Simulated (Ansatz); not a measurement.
Mg under changes of volume

One of the cells (22.644 Å³/atom); the others are scaled copies at fixed shape and fractional positions:

```
Mg
1.0
    -1.83599    1.83599    1.67940
     1.83599   -1.83599    1.67940
     1.83599    1.83599   -1.67940
Mg
1
Direct
  0.00000 0.00000 0.00000
```

This isn't the form of Mg at room conditions, which is hcp.

- Program: Ansatz 0.2.0
- Functional: PBE
- Potentials or basis: Ansatz PAW
- Cutoff: 420 eV (not typed: the program's choice for these potentials)
- k mesh: 11 × 11 × 11
- Occupations: fermi-dirac, width 0.05 eV
- Spin: no spin polarisation

| volume (Å³/atom) | energy over the lowest point (meV/atom) | pressure (GPa) |
| --- | --- | --- |
| 21.286 | 16.03 | 3.2 |
| 21.738 | 8.38 | 2.2 |
| 22.191 | 3.31 | 1.4 |
| 22.644 | 0.59 | 0.6 |
| 23.097 | 0.00 | -0.1 |
| 23.550 | 1.34 | -0.8 |
| 24.003 | ? | ? |

**Question.** What does the run at 24.003 Å³/atom give?

**Answer.** Energy over the lowest point 4.42 meV/atom; pressure -1.4 GPa.

Worked out: A Birch-Murnaghan fit of order 3 (a polynomial in V^(-2/3)) to the other rows has its minimum at 23.00 Å³/atom with B0 = V·E''(V) = 35 GPa and B' = 4.0 at fixed shape and positions, which overstates the stiffness. It gives 4.43 meV/atom at 24.003 Å³/atom, against the run's 4.42, and -dE/dV = -1.4 GPa, against -1.4.

Energies are extrapolated to zero smearing.
